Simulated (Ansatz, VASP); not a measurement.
**Two plane-wave programs on ZnSe**

```
Zn Se
1.0
     0.00000    2.78376    2.78376
     2.78376    0.00000    2.78376
     2.78376    2.78376    0.00000
Zn Se
1 1
Cartesian
  0.0000 0.0000 0.0000
  4.1756 4.1756 4.1756
```

Alike in both runs: functional LDA; k mesh 14 × 14 × 14; occupations fermi-dirac, width 0.1 eV; no spin polarisation.

Ansatz relaxed the structure, and its values are those at the end. VASP's run is a single point on that final structure, the one shown.

|  | VASP | Ansatz |
| --- | --- | --- |
| version | VASP 6.6.1 | Ansatz 0.2.0 |
| potentials or method | VASP PAW LDA potentials, release 64 (Zn, Se) | PAW with Ansatz's default frozen-core files, scalar-relativistic |
| plane-wave cutoff (eV) | 520 | 420 |
| valence electrons in the cell | 18 | 28 |

|  | VASP | Ansatz | Ansatz less VASP |
| --- | --- | --- | --- |
| pressure (GPa) | 0.4 | 0.0 | -0.37 |

The two sets of potentials don't hold the same shells in valence.
